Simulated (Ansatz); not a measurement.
A (110) slab of K (Im-3m (No. 229)), 3 planes, outer planes K (top) and K (bottom), with 3 atoms (K3) in a surface cell of A = 19.674 Å², as cut from the bulk:

```xyz
3
Lattice="4.5681 0.0000 0.0000 -1.5227 4.3068 0.0000 0.0000 0.0000 22.4596" Properties=species:S:1:pos:R:3 pbc="T T T"
K     1.5227    2.1534    7.5000
K     0.0000    0.0000   11.2298
K     1.5227    2.1534   14.9596
```

Method: DFT PBE, scalar-relativistic, plane waves, PAW in Ansatz 0.2.0. Plane waves to 420 eV, a k mesh through Γ of 8×8×1 on the computed 3-atom cell and Gaussian smearing (0.10 eV); no spin polarisation. The cell repeats along c with a dipole correction in the vacuum.

Against the same 3 atoms in the bulk, the slab as cut lies 0.261 eV higher and the relaxed slab 0.261 eV higher.

(1) Work out the surface energy before and after relaxation.

(2) What is the ideal work of this cut, per area?

Answers

(1) The slab has two faces, so γ = (E_slab − N·E_bulk)/(2A), the mean of both. As cut: 0.261/(2 × 19.674) = 0.0066 eV/Å², and 1 eV/Å² = 16.02 J/m², so γ = 0.11 J/m². Relaxed: 0.261/(2 × 19.674) = 0.0066 eV/Å² = 0.11 J/m². Relaxation recovers 0.0 % of the cost of cutting.

(2) Griffith's ideal work is 2γ: 0.21 J/m², whether the new faces relax or not. One thickness was run, 3 planes, so γ can still shift with it.